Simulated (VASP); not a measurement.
Input of a VASP 6.6.1 run:

INCAR

```
SYSTEM = KI
ALGO = Normal
EDIFF = 1E-6
ENCUT = 520
GGA = PE
ISIF = 2
ISMEAR = -1
LASPH = .True.
LCHARG = .False.
LREAL = .False.
LWAVE = .False.
NBANDS = 15
NELM = 100
PREC = Accurate
SIGMA = 0.02
```

The input KPOINTS:

```
k-points
0
Gamma
  6 6 6
  0 0 0
```

Contents of POSCAR:

```
KI
1.0
    0.0000000000      3.4397279112      3.5711555981
    3.4397279112      0.0000000000      3.5711555981
    3.4397279112      3.4397279112      0.0000000000
K I
1 1
Direct
    0.0000000000      0.0000000000      0.0000000000
    0.5000000000      0.5000000000      0.5000000000
```

Potentials or basis: VASP PAW PBE potentials, release 64 (K_sv, I).

Launch:

```bash
$ cat potpaw_PBE.64/K_sv/POTCAR potpaw_PBE.64/I/POTCAR > POTCAR
$ mpirun -np 1 vasp_std > vasp.out
```

Q: What does it give for the pressure?

A: 1.3 GPa.

Q: Estimate the band gap on the k mesh.

A: 4.06 eV, direct.

Stress tensor (GPa, compression positive):
```
1.71 0.00 0.00
0.00 1.71 0.00
0.00 0.00 0.54
```

Caveat: spin-orbit coupling is left out, which moves the levels of the heavy elements.
